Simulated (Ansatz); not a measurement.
Cubic perovskite BaSnO3

Calculation: RPBE (Ansatz, an electronic-structure program, plane waves, PAW).

Settings: plane-wave cutoff 520 eV, 8×8×8 k mesh, Fermi–Dirac smearing 0.01 eV, scalar-relativistic PAW data made under PBE.

Cell: relaxed at this level.

| Item | Result |
|---|---|
| equilibrium volume per atom | 14.98 Å³/atom |
| bulk modulus | 120 GPa |
| lattice constant a | 4.216 Å |
| band gap | 0.23 eV |
| smallest direct gap on the k points sampled | 0.73 eV |

Measured, for comparison: band gap 2.95 eV (temperature not stated, no zero-point or thermal correction, indirect, from the absorption edge of a single crystal; as tabulated in Kim et al. (2012), arXiv:1207.0764); equilibrium volume per atom 13.95 Å³/atom, lattice constant a 4.116 Å (temperature not stated, no zero-point or thermal correction; as tabulated in Lee et al. (2017), arXiv:1707.09778). Computed (rounded) less measured: equilibrium volume per atom +7.4 %, lattice constant a +2.4 %.

Spin–orbit coupling is not included; it can close the smallest gap of 0.23 eV.

Static lattice: no zero-point or thermal effects.

Computing time: very roughly 60 core-seconds.
